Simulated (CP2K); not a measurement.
The system is MnS.

```xyz
4
Lattice="3.9536 0.0000 0.0000 -1.9768 3.4239 0.0000 0.0000 0.0000 6.3425" Properties=species:S:1:pos:R:3 pbc="T T T"
Mn    1.9768    1.1413    3.1639
Mn    0.0000    2.2826    6.3352
S     0.0000    2.2826    3.9714
S     1.9768    1.1413    0.8001
```

The cell is a database's computed one.

Base run:

* Program: CP2K 2026.2
* Functional: SCAN
* Potentials or basis: POTENTIAL_UZH Mn GTH-SCAN-q15, S GTH-SCAN-q6; TZVP-MOLOPT-SR-GTH, TZVP-MOLOPT-SCAN-GTH basis
* Density cutoff: 10204 eV
* k mesh: 8 × 8 × 4
* Occupations: fermi-dirac, width 0.05 eV
* Spin: collinear spin, ferromagnetic start
* Starting moments: [4.0, 4.0, 0.0, 0.0] μB

Its results: pressure 3.9 GPa; net moment 10.00 μB per cell; site moments Mn +4.96; S +0.04 μB.

Problem. The run is repeated on the same cell with these changes: functional from SCAN to TASK; occupations from fermi-dirac, width 0.05 eV to fermi-dirac, width 0.1 eV. What comes out?

Solution. Pressure 10.8 GPa; net moment 10.00 μB per cell; site moments Mn +5.13; S -0.13 μB.

Caveats: the basis of atomic orbitals isn't converged, which shifts pressures, moduli and gaps; only a ferromagnetic start was run, and an antiferromagnetic order may lie lower in energy; the potentials were made for another functional, which shifts forces and pressure (some runs).

Not every run made on this cell is shown here.
